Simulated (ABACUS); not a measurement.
# MgO (Fm-3m) in ABACUS: a series of runs

Runs on MgO. Level: PBE. Tasks: single point.

Program: ABACUS 3.10.1. These are calculated values, not measurements. Logs are shortened: lines on timing, memory, paths and dates and some standing lists are left out, and cuts for length are marked.

**What was measured.**

From “Electronic structure of alkaline earth and post-transition metal oxides”, 2009, arxiv:0908.1581, for a bulk crystal of MgO: band gap 7.83 eV.

The results are compared with them further down.

## 1. The structure

Symmetry: Fm-3m, No. 225, cubic system. Conventional cell: a = 4.194 Å, b = 4.194 Å, c = 4.194 Å, α = 90.00°, β = 90.00°, γ = 90.00°. Mg (site symmetry m-3m) has 6 O at 2.10 Å as nearest neighbours. O (site symmetry m-3m) is surrounded by 6 Mg at 2.10 Å.

The cell is a database's computed one.

## 2. Single point, PBE

Input file INPUT:

```
INPUT_PARAMETERS
suffix              MgO
calculation         scf
basis_type          lcao
pseudo_dir          ./
orbital_dir         ./
symmetry            1
dft_functional      pbe
ecutwfc             100
pseudo_rcut         10
nspin               1
nbands              12
ks_solver           genelpa
smearing_method     fd
smearing_sigma      0.00367493
scf_thr             1e-07
scf_nmax            100
mixing_type         broyden
mixing_beta         0.7
cal_force           1
cal_stress          1
out_mul             1
```

Input file STRU:

```
ATOMIC_SPECIES
Mg 24.3050 Mg.upf
O 15.9990 O.upf

NUMERICAL_ORBITAL
Mg_confined-atom_8au_3s2p1d.orb
O_confined-atom_6au_2s2p1d.orb

LATTICE_CONSTANT
1.8897261246

LATTICE_VECTORS
0.0000000000 2.0970013927 2.0970013927
2.0970013927 0.0000000000 2.0970013927
2.0970013927 2.0970013927 0.0000000000

ATOMIC_POSITIONS
Direct

Mg
0.0
1
0.0000000000 0.0000000000 0.0000000000 1 1 1

O
0.0
1
0.5000000000 0.5000000000 0.5000000000 1 1 1
```

Input file KPT:

```
K_POINTS
0
Gamma
11 11 11 0 0 0
```

Potentials or basis: PseudoDojo NC SR 0.4.1 PBE standard, DZP LCAO (the cutoffs set its grid).

Started as:

```
> OMP_NUM_THREADS=1 mpirun -np 4 abacus > log
```

running log:

```text
ABACUS v3.10.1

               Atomic-orbital Based Ab-initio Computation at UStc

 ------------------------------------------------------------------------------------

 READING GENERAL INFORMATION
                           global_out_dir = OUT.MgO/
                           global_in_card = INPUT
                               pseudo_dir = ./
[... 8 lines left out ...]

 READING ATOM TYPE 1
                               atom label = Mg
                      L=0, number of zeta = 3
                      L=1, number of zeta = 2
                      L=2, number of zeta = 1
             number of atom for this type = 1

 READING ATOM TYPE 2
                               atom label = O
                      L=0, number of zeta = 2
                      L=1, number of zeta = 2
                      L=2, number of zeta = 1
             number of atom for this type = 1

                        TOTAL ATOM NUMBER = 2
DIRECT COORDINATES
    atom                   x                   y                   z     mag                  vx                  vy                  vz
taud_Mg1            0.0000000000        0.0000000000        0.0000000000  0.0000        0.0000000000        0.0000000000        0.0000000000
taud_O1            0.5000000000        0.5000000000        0.5000000000  0.0000        0.0000000000        0.0000000000        0.0000000000

                          Volume (Bohr^3) = 124.458
                             Volume (A^3) = 18.4427

 Lattice vectors: (Cartesian coordinate: in unit of a_0)
                   +0              +2.097              +2.097
               +2.097                  +0              +2.097
               +2.097              +2.097                  +0
 Reciprocal vectors: (Cartesian coordinate: in unit of 2 pi/a_0)
            -0.238436           +0.238436           +0.238436
            +0.238436           -0.238436           +0.238436
            +0.238436           +0.238436           -0.238436
 The esolver type has been set to : ksdft_lcao

                PAO radial cut off (Bohr) = 10

 Read in pseudopotential file is Mg.upf
                     pseudopotential type = NC
          exchange-correlation functional = PBE
                 nonlocal core correction = 0
                        valence electrons = 10
                                     lmax = 1
                           number of zeta = 3
                     number of projectors = 4
                           L of projector = 0
                           L of projector = 0
                           L of projector = 1
                           L of projector = 1
                PAO radial cut off (Bohr) = 10

 Read in pseudopotential file is O.upf
                     pseudopotential type = NC
          exchange-correlation functional = PBE
                 nonlocal core correction = 1
                        valence electrons = 6
                                     lmax = 2
                           number of zeta = 2
                     number of projectors = 5
                           L of projector = 0
                           L of projector = 0
                           L of projector = 1
                           L of projector = 1
                           L of projector = 2
     initial pseudo atomic orbital number = 9

 SETUP THE ELECTRONS NUMBER
            electron number of element Mg = 10
      total electron number of element Mg = 10
             electron number of element O = 6
       total electron number of element O = 6
            AUTOSET number of electrons:  = 16
                           occupied bands = 8
                                   NLOCAL = 27
                                   NBANDS = 12
                                   NBANDS = 12
                                   NLOCAL = 27

%%%%%%%%%%%%%%%%%%%%%%%%%%%%%%%%%%%%%%%%%%%%%%%%%%%%%%%%%%%%%%%%%%%%%%%%%%%%%%%%%%%%%%%%%%%%%%%%%%%%%%%%%%
 Warning: the number of valence electrons in pseudopotential > 2 for Mg: [Ne] 3s2
 Pseudopotentials with additional electrons can yield (more) accurate outcomes, but may be less efficient.
 If you're confident that your chosen pseudopotential is appropriate, you can safely ignore this warning.
%%%%%%%%%%%%%%%%%%%%%%%%%%%%%%%%%%%%%%%%%%%%%%%%%%%%%%%%%%%%%%%%%%%%%%%%%%%%%%%%%%%%%%%%%%%%%%%%%%%%%%%%%%

 SETUP THE PLANE WAVE BASIS
 energy cutoff for charge/potential (unit:Ry) = 400
            fft grid for charge/potential = [ 36, 36, 36 ]
                        fft grid division = [ 3, 3, 3 ]
[... 70 lines left out ...]
                       right hand lattice = 1
                        ROTATION MATRICES = 48
                               nkstot_ibz = 56
K-POINTS REDUCTION ACCORDING TO SYMMETRY
     IBZ    DIRECT_X    DIRECT_Y    DIRECT_Z  WEIGHT  ibz2bz
       1  0.00000000  0.00000000  0.00000000  0.0008       0
       2  0.09090909  0.09090909  0.09090909  0.0060       1
       3  0.18181818  0.18181818  0.18181818  0.0060       2
       4  0.27272727  0.27272727  0.27272727  0.0060       3
       5  0.36363636  0.36363636  0.36363636  0.0060       4
       6  0.45454545  0.45454545  0.45454545  0.0060       5
[... 22 lines left out ...]
      29 -0.36363636  0.36363636  0.36363636  0.0180      40
      30 -0.45454545  0.27272727  0.27272727  0.0090      41
[... 26 further k points ...]

                               nkstot now = 56
[... K-POINTS DIRECT COORDINATES: 56 rows ...]

           k-point number in this process = 56
       minimum distributed K point number = 56
[... stars of the k points ...]

[... K-POINTS CARTESIAN COORDINATES: 56 rows ...]

[... K-POINTS DIRECT COORDINATES: 56 rows ...]

 SETUP PLANE WAVES FOR WAVE FUNCTIONS
     energy cutoff for wavefunc (unit:Ry) = 100
              fft grid for wave functions = [ 36, 36, 36 ]
                    number of plane waves = 2891
                         number of sticks = 265

 PARALLEL PW FOR WAVE FUNCTIONS
     PROC   COLUMNS(POT)             PW
        1             66            722
        2             66            722
        3             66            724
        4             67            723
 --------------- sum -------------------
        4            265           2891

 SET NONLOCAL PSEUDOPOTENTIAL PROJECTORS
 SET NONLOCAL PSEUDOPOTENTIAL PROJECTORS
 max number of nonlocal projetors among all species is 5

 -------------------------------------------
 SELF-CONSISTENT
 -------------------------------------------

 SETUP SEARCHING RADIUS FOR PROGRAM TO SEARCH ADJACENT ATOMS
                  longest orb rcut (Bohr) = 8
   longest nonlocal projector rcut (Bohr) = 1.58
                     search radius (Bohr) = 19.2
              searching radius is (Bohr)) = 19.2
         searching radius unit is (Bohr)) = 1.89
                         PeriodicBoundary = 1
                        Radius(unit:lat0) = 10.1
                                   glayer = [ 6, 6, 6 ]
                             glayer_minus = [ 5, 5, 5 ]

Find the coordinate range of the input atom(unit:lat0).
                                  min_tau = [ -21, -21, -21 ]
                                  max_tau = [ 23.1, 23.1, 23.1 ]
                                BoxNumber = [ 11, 11, 11 ]

 SETUP EXTENDED REAL SPACE GRID FOR GRID INTEGRATION
                          real space grid = [ 36, 36, 36 ]
                 big cell numbers in grid = [ 12, 12, 12 ]
             meshcell numbers in big cell = [ 3, 3, 3 ]
                        extended fft grid = [ 21, 21, 21 ]
                dimension of extened grid = [ 55, 55, 55 ]
                            UnitCellTotal = 125
              Atom number in sub-FFT-grid = 2
    Local orbitals number in sub-FFT-grid = 27
                                ParaV.nnr = 24304
                                 init_chg = atomic

 LCAO ALGORITHM --------------- ION=   1  ELEC=   1--------------------------------

 Density error is 0.110996547486
----------------------------------------------------------
     Energy           Rydberg                 eV
----------------------------------------------------------
 E_KohnSham     -151.9400248087      -2067.2500916602
 E_Harris       -151.1125720942      -2055.9920199174
 E_Fermi        0.7702943816         10.4803927271
----------------------------------------------------------
[... 80 lines left out ...]
 Density error is 8.78453406477e-09
----------------------------------------------------------
     Energy           Rydberg                 eV
----------------------------------------------------------
 E_KohnSham     -152.0872982603      -2069.2538497650
 E_KS(sigma->0) -152.0872982603      -2069.2538497650
 E_Harris       -152.0872979985      -2069.2538462033
 E_band         -21.4339278449       -291.6235492109
 E_one_elec     -73.6961043798       -1002.6869399678
 E_Hartree      41.2999871880        561.9151530832
 E_xc           -24.5164153774       -333.5629436673
 E_Ewald        -95.1747656910       -1294.9191192130
 E_entropy(-TS) 0.0000000000         0.0000000000
 E_descf        0.0000000000         0.0000000000
 E_exx          0.0000000000         0.0000000000
 E_Fermi        0.7761776294         10.5604384205
----------------------------------------------------------

 charge density convergence is achieved
 final etot is -2069.2538498 eV
 EFERMI = 10.56043842 eV

 STATE ENERGY(eV) AND OCCUPATIONS    NSPIN == 1
 1/56 kpoint (Cartesian) = 0.0000 0.0000 0.0000 (520 pws)
       1       -64.1881     0.00150263
       2       -30.9382     0.00150263
       3       -30.9382     0.00150263
       4       -30.9382     0.00150263
       5       -8.96446     0.00150263
       6        8.34228     0.00150263
       7        8.34228     0.00150263
       8        8.34228     0.00150263
       9        13.2049    1.61281e-26
      10        26.8967        0.00000
      11        26.8967        0.00000
      12        26.8967        0.00000
[... 57 lines left out ...]
 6/56 kpoint (Cartesian) = 0.10838 0.10838 0.10838 (524 pws)
       1       -64.1791      0.0120210
       2       -31.0257      0.0120210
       3       -30.9473      0.0120210
       4       -30.9473      0.0120210
       5       -7.62918      0.0120210
       6        3.69963      0.0120210
       7        7.68929      0.0120210
       8        7.68929      0.0120210
       9        16.3358    8.22933e-53
      10        21.1634        0.00000
      11        24.8573        0.00000
      12        24.8573        0.00000

[... levels at 50 further k points ...]

 correction force for each atom along direction 1 is -8.44979e-15
 correction force for each atom along direction 2 is -2.12399e-14
 correction force for each atom along direction 3 is 1.09031e-14
------------------------------------------------------------------------------------------
 TOTAL-FORCE (eV/Angstrom)
------------------------------------------------------------------------------------------
                       Mg1         0.0000000000         0.0000000000         0.0000000000
                        O1         0.0000000000         0.0000000000         0.0000000000
------------------------------------------------------------------------------------------

----------------------------------------------------------------
 TOTAL-STRESS (KBAR)
----------------------------------------------------------------
        77.0805460796        -0.0000000000        -0.0000000000
         0.0000000000        77.0805460796         0.0000000000
         0.0000000000        -0.0000000000        77.0805460796
----------------------------------------------------------------
 TOTAL-PRESSURE: 77.080546 KBAR

 --------------------------------------------
 !FINAL_ETOT_IS -2069.2538497650289173 eV
 --------------------------------------------
```

Wall time 3.9 s (4 MPI ranks of INTEL XEON PLATINUM 8581C at 2.10GHz (Emerald Rapids), shared host); peak memory 0.36 GiB.

What came out:

```
Free energy            : -2069.2538 eV
Pressure               : 7.7 GPa
Band gap on the k mesh : 4.86 eV, direct
Mulliken charges       : Mg +1.14; O -1.14 e
```

Caveat: the atomic orbitals were generated for these runs and aren't a published set; Mulliken charges move with the basis; the basis of atomic orbitals isn't converged, which shifts pressures, moduli and gaps.

## 3. Single point, PBE (atoms moved at random, drawn with an rms of 0.05 Å)

INPUT is that of step 2.

Edit STRU of step 2 so:

```diff
@@ -22,3 +22,3 @@
 1
-0.0000000000 0.0000000000 0.0000000000 1 1 1
+-0.0164450000 0.0205070000 -0.0158170000 1 1 1
 
@@ -27,2 +27,2 @@
 1
-0.5000000000 0.5000000000 0.5000000000 1 1 1
+0.5022520000 0.4969790000 0.5069060000 1 1 1
```

KPT is that of step 2.

Potentials or basis: PseudoDojo NC SR 0.4.1 PBE standard, DZP LCAO (the cutoffs set its grid).

Started as:

```
> OMP_NUM_THREADS=1 mpirun -np 4 abacus > log
```

It took 9 s on 4 MPI ranks of INTEL XEON PLATINUM 8581C at 2.10GHz (Emerald Rapids), shared host; peak memory 0.48 GiB.

It converged, with:

| Item | Value |
| --- | --- |
| Free energy | -2069.2295 eV |
| Pressure | 8.5 GPa |
| Largest force | 0.564 eV/Å |
| Band gap on the k mesh | 4.86 eV, direct |
| Mulliken charges | Mg +1.14; O -1.14 e |

Forces in eV/Å, atoms in the order of the input:
```
Mg  -0.009  0.560 -0.060
O    0.009 -0.560  0.060
```

Stress tensor (GPa, compression positive):
```
 7.50  0.01  0.00
 0.01 10.42  0.06
 0.00  0.06  7.54
```

Caveat: the atomic orbitals were generated for these runs and aren't a published set; Mulliken charges move with the basis; an odd mesh through Γ misses points on the zone boundary, where band edges often lie; the basis of atomic orbitals isn't converged, which shifts pressures, moduli and gaps.

## 4. Single point, PBE

Edit INPUT of step 3 so:

```diff
@@ -11,3 +11,3 @@
 nspin               1
-nbands              12
+nbands              9
 ks_solver           genelpa
```

Input file STRU:

```
ATOMIC_SPECIES
Mg 24.3050 Mg.upf
O 15.9990 O.upf

NUMERICAL_ORBITAL
Mg_confined-atom_8au_2s1p.orb
O_confined-atom_6au_1s1p.orb

LATTICE_CONSTANT
1.8897261246

LATTICE_VECTORS
0.0000000000 2.0970013927 2.0970013927
2.0970013927 0.0000000000 2.0970013927
2.0970013927 2.0970013927 0.0000000000

ATOMIC_POSITIONS
Direct

Mg
0.0
1
0.0000000000 0.0000000000 0.0000000000 1 1 1

O
0.0
1
0.5000000000 0.5000000000 0.5000000000 1 1 1
```

KPT is that of step 3.

Potentials or basis: PseudoDojo NC SR 0.4.1 PBE standard, SZ LCAO (the cutoffs set its grid).

Started as:

```
> OMP_NUM_THREADS=1 mpirun -np 4 abacus > log
```

It took 1.5 s on 4 MPI ranks of INTEL XEON PLATINUM 8581C at 2.10GHz (Emerald Rapids), shared host; peak memory 0.4 GiB.

The run converged, but some of its settings lie outside the range that counts as converged, so its numbers aren't taken as properties of the crystal.

Results:

| Quantity | Value |
| --- | --- |
| Free energy | -2064.3182 eV |
| Pressure | 23.8 GPa |
| Band gap on the k mesh | 2.30 eV, direct |
| Mulliken charges | Mg +1.16; O -1.16 e |

Caveat: the atomic orbitals were generated for these runs and aren't a published set; Mulliken charges move with the basis; the basis of atomic orbitals isn't converged, which shifts pressures, moduli and gaps.

## 5. How close it comes

Step 2. A measured gap of MgO is 7.83 eV (quoted in “Electronic structure of alkaline earth and post-transition metal oxides”, 2009, arxiv:0908.1581); the calculated 4.86 eV misses it by -2.97 eV. The value is that of PBE in an atomic basis (PseudoDojo NC SR 0.4.1 PBE standard, DZP LCAO (the cutoffs set its grid)), whose error adds to the functional's,, without temperature or zero-point motion. Semilocal functionals fall short of measured gaps as a rule. The cell is a database's relaxed one, not the measured one, which moves gaps too.
